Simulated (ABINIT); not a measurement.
Fe:

```
Fe
1.0
    -1.44300    1.44300    1.44300
     1.44300   -1.44300    1.44300
     1.44300    1.44300   -1.44300
Fe
1
Direct
  0.00000 0.00000 0.00000
```

| Item | Value |
| --- | --- |
| Program | ABINIT 10.8.3 (patched build) |
| Task | single point |
| Functional | PBE |
| Potentials or basis | JTH PAW PBE v2.0 |
| Cutoff | 463 eV |
| k mesh | 13 × 13 × 13 |
| Occupations | fermi-dirac, width 0.05 eV |
| Spin | collinear spin, ferromagnetic start |
| Starting moments | [3.0] μB |

On this cell: net moment 2.25 μB per cell; site moments Fe +2.31 μB; band gap on the k mesh none (metal or under the smearing width).

The same run follows on a disturbed copy (cell strained at random at fixed volume):

```
Fe
1.0
    -1.48153    1.43424    1.45901
     1.46753   -1.43096    1.44173
     1.45354    1.40297   -1.45574
Fe
1
Direct
  0.98721 0.99305 0.98531
```

Question: What changes?

Answer: The energy (extrapolated to zero smearing) moves by +2.6 meV/atom; net moment 2.25 μB per cell; site moments Fe +2.32 μB; band gap on the k mesh none (metal or under the smearing width).
